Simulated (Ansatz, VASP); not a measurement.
# HfO2 in VASP and in Ansatz

The input INCAR:

```
SYSTEM = HfO2
PREC = Accurate
ENCUT = 520
EDIFF = 1E-6
ISMEAR = 0
SIGMA = 0.05
LREAL = .FALSE.
LASPH = .TRUE.
NELM = 100
ALGO = Normal
ISIF = 2
LWAVE = .FALSE.
LCHARG = .FALSE.
GGA = PS
NBANDS = 18
```

KPOINTS

```
regular mesh
0
G
  8 8 8
  0 0 0
```

The input POSCAR:

```
HfO2
1.0
    0.0000000000      2.6229500914      2.5220673956
    2.4885238992      0.0000000000      2.5220673956
    2.4885238992      2.6229500914      0.0000000000
Hf O
1 2
Direct
    0.0000000000      0.0000000000      0.0000000000
    0.2500000000      0.2500000000      0.2500000000
    0.7500000000      0.7500000000      0.7500000000
```

Input for Ansatz:

```yaml
crystal:
  lattice:
    - [0.0, 2.6229500914, 2.5220673956]
    - [2.4885238992, 0.0, 2.5220673956]
    - [2.4885238992, 2.6229500914, 0.0]
  atoms:
    - { symbol: Hf, position: [0.0, 0.0, 0.0] }
    - { symbol: O, position: [0.25, 0.25, 0.25] }
    - { symbol: O, position: [0.75, 0.75, 0.75] }
basis:
  ecutwfc: 520.0
kpoints:
  mp_grid: { grid: [8, 8, 8] }
hamiltonian:
  xc: pbesol
  pseudopotentials: { kind: paw, azcp: { folder: soft_1 } }
scf:
  occupations: { method: gaussian, width: 0.05 }
output:
  forces: true
  stress: true
  eigenvalues: true
```

Change from the starting cell: normal strain along x -0.0133, normal strain along y +0.0400.

Alike in both runs: task single point; functional PBEsol; k mesh 8 × 8 × 8; occupations gaussian, width 0.05 eV; no spin polarisation.

```csv
,VASP,Ansatz
version,VASP 6.6.1,Ansatz 0.2.0
potentials or method,"VASP PAW PBE potentials, release 64 (Hf_pv, O)","scalar-relativistic, plane waves, PAW"
plane-wave cutoff (eV),520,520
valence electrons in the cell,22,38
```

```csv
,VASP,Ansatz,Ansatz less VASP
gap on the k mesh at the Fermi level (eV),3.13,3.14,+0.004
least direct gap on the mesh (eV),3.31,3.30,-0.007
pressure (GPa),-9.9,-6.4,+3.54
largest component of the traceless stress (GPa),14.22,13.97,-0.246
```

The two sets of potentials don't hold the same shells in valence. Ansatz warned: «pseudo_functional_mismatch».

Caveats: the PAW data sets were made with another functional, which shifts forces and pressure a little (VASP); spin-orbit coupling is left out, which moves the levels of the heavy elements. A k mesh can miss the band edges.
